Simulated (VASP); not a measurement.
Wanted: the native input for a VASP 6.6.1 run.

| Item | Value |
| --- | --- |
| Task | relaxation of shape and atoms at fixed volume |
| Functional | LDA |
| Potentials or basis | VASP PAW LDA potentials, release 64 (Re) |
| Cutoff | 600 eV |
| k mesh | 15 × 15 × 8 |
| Occupations | methfessel-paxton, width 0.1 eV |
| Spin | no spin polarisation |
| Further INCAR settings | ALGO = Fast; EDIFF = 1e-07; IBRION = 2; EDIFFG = -0.01; NSW = 40; ISIF = 4 |

The structure of Re lies in POSCAR:

```
Re                                      
1.0
    2.7745284888     -0.0000000000      0.0000000000
   -1.3872642444      2.4028121549      0.0000000000
    0.0000000000      0.0000000000      4.4910319761
  Re            
     2
Direct
     0.3333333332999970    0.6666666667000030    0.2500000000000000
     0.6666666667000030    0.3333333332999970    0.7500000000000000
```

The cell isn't the ideal one: a relaxed cell with its volume scaled by 1.04.

These files were run (other wordings do the same):

INCAR

```
ALGO = Fast ; EDIFF = 1E-7
EDIFFG = -0.01 ; ENCUT = 600
IBRION = 2 ; ISIF = 4
ISMEAR = 1 ; LASPH = True
LCHARG = False ; LREAL = False
LWAVE = False ; NELM = 80
NSW = 40 ; PREC = Accurate
SIGMA = 0.1
```

KPOINTS

```
k-points
0
Gamma
  15 15 8
```

Potentials or basis: VASP PAW LDA potentials, release 64 (Re).

Launch:

```sh
$ cat potpaw_LDA.64/Re/POTCAR > POTCAR
$ mpirun -np 1 vasp_std > vasp.out
```

Results of the run:

| Item | Value |
| --- | --- |
| Pressure after relaxing | -14.9 GPa |
| Band gap on the k mesh | none (metal or under the smearing width) |

Caveat: the relaxation stopped at its first step, so nothing moved.

Wall time 60 s on 1 thread of Intel(R) Xeon(R) Platinum 8375C CPU @ 2.90GHz (Ice Lake) (shared host), peak memory 0.17 GiB.
